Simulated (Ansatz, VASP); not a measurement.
## One calculation of V, two programs

INCAR

```
  ALGO = Fast
  EDIFF = 1E-6
  ENCUT = 520
  GGA = PE
  ISIF = 2
  ISMEAR = -1
  ISPIN = 2
  LASPH = True
  LCHARG = False
  LMAXMIX = 4
  LORBIT = 11
  LREAL = False
  LWAVE = False
  MAGMOM = 1.5
  NBANDS = 16
  NELM = 150
  PREC = Accurate
  SIGMA = 0.15
```

File KPOINTS:

```
k-points
0
Gamma
  14 14 14
```

POSCAR

```
V
1.0
    2.4487986509      0.0000000000      0.0000000000
    0.0000000000      2.4487986509      0.0000000000
    0.0000000000      0.0000000000      2.4487986509
V
1
Direct
    0.0000000000      0.0000000000      0.0000000000
```

Input for Ansatz:

```yaml
crystal:
  lattice:
    - [2.4487986509, 0.0, 0.0]
    - [0.0, 2.4487986509, 0.0]
    - [0.0, 0.0, 2.4487986509]
  atoms:
    - { symbol: V, position: [0.0, 0.0, 0.0], spin: 1.5 }
magnetization:
  spin_polarized: true
kpoints:
  mp_grid: { grid: [14, 14, 14] }
scf:
  occupations: { method: fermi_dirac, width: 0.15 }
hamiltonian:
  xc: pbe
  pseudopotentials: { kind: all_electron, lapw: { basis_error: 0.0005 } }
output:
  forces: true
  stress: true
  eigenvalues: true
```

Alike in both runs: task single point; functional PBE; k mesh 14 × 14 × 14; occupations fermi-dirac, width 0.15 eV; collinear spin.

```csv
,VASP,Ansatz
version,VASP 6.6.1,Ansatz 0.2.0
potentials or method,"VASP PAW PBE potentials, release 64 (V_sv)","all-electron LAPW, scalar-relativistic"
plane-wave cutoff (eV),520,see its input
```

|  | VASP | Ansatz | Ansatz less VASP |
| --- | --- | --- | --- |
| pressure (GPa) | 0.9 | 0.5 | -0.35 |
| net moment per atom (μB) | 0.00 | 0.00 | 0.000 |

Ansatz ran all-electron here, so the differences hold the error of VASP's frozen core and of both bases. Ansatz warned: «seeded_moment_not_kept».
